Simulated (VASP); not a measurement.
A run of VASP 6.6.1 is set up as follows.

Contents of INCAR:

```
  PREC = Accurate
  ENCUT = 520
  EDIFF = 1E-7
  ISMEAR = -1
  SIGMA = 0.05
  LREAL = False
  LASPH = True
  NELM = 100
  ALGO = Normal
  ISIF = 2
  LWAVE = False
  LCHARG = False
  GGA = PS
  NBANDS = 14
```

KPOINTS

```
Automatic mesh
0
Gamma
  10 10 10
```

Contents of POSCAR:

```
NaF
1.0
    0.0000000000      2.3200000000      2.3200000000
    2.3200000000      0.0000000000      2.3200000000
    2.3200000000      2.3200000000      0.0000000000
Na F
1 1
Direct
    0.0000000000      0.0000000000      0.0000000000
    0.5000000000      0.5000000000      0.5000000000
```

Potentials or basis: VASP PAW PBE potentials, release 64 (Na_pv, F).

Launch:

```bash
$ cat potpaw_PBE.64/Na_pv/POTCAR potpaw_PBE.64/F/POTCAR > POTCAR
$ mpirun -np 1 vasp_std > vasp.out
```

**Question.** Estimate the band gap on the k mesh.

**Answer.** 6.14 eV, direct.

**Question.** Estimate the pressure.

**Answer.** -0.3 GPa.

Caveat: the PAW data sets were made with another functional, which shifts forces and pressure a little. PBEsol gaps usually lie below the measured ones, often by a third to a half.
